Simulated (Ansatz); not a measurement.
## C: the gap against volume

C, Fd-3m, a = 3.571 Å. Ansatz: PBE, PAW, 420 eV, Γ-centred 12×12×12 mesh on 2 atoms, Gaussian smearing 0.02 eV; no spin polarisation. Symmetry fixes shape and atoms, so the cell is only scaled; x = ln(V/V0) with V0 = 5.694 Å³/atom. The gap is read at the mesh points alone.

```tsv
x	gap y (eV)
-0.0619	4.294
-0.0305	4.218
0.0000	?
0.0296	4.089
0.0583	4.024
```

Task: Fit a straight line to the other rows, give the volume deformation potential of the gap and its pressure coefficient, and predict the missing gap. B0 = 432.4 GPa.

Result: Means x = -0.001125, y = 4.1562; Σ(Δx)² = 0.009032, ΣΔxΔy = -0.02011; the slope is their ratio. y = 4.1537 − 2.2267 x. The slope is the deformation potential a = dE_g/d ln V = -2.23 eV, and dE_g/dP = −a/B0 = 5.15 meV/GPa. At x = 0.0000 the fit asked for gives 4.154 eV. The run gave 4.151 eV, so the fit is 0.003 eV too high, within twice the rms miss on the fitted rows (0.002 eV).

Semilocal functionals give gaps under the measured ones; changes of the gap mostly carry over better.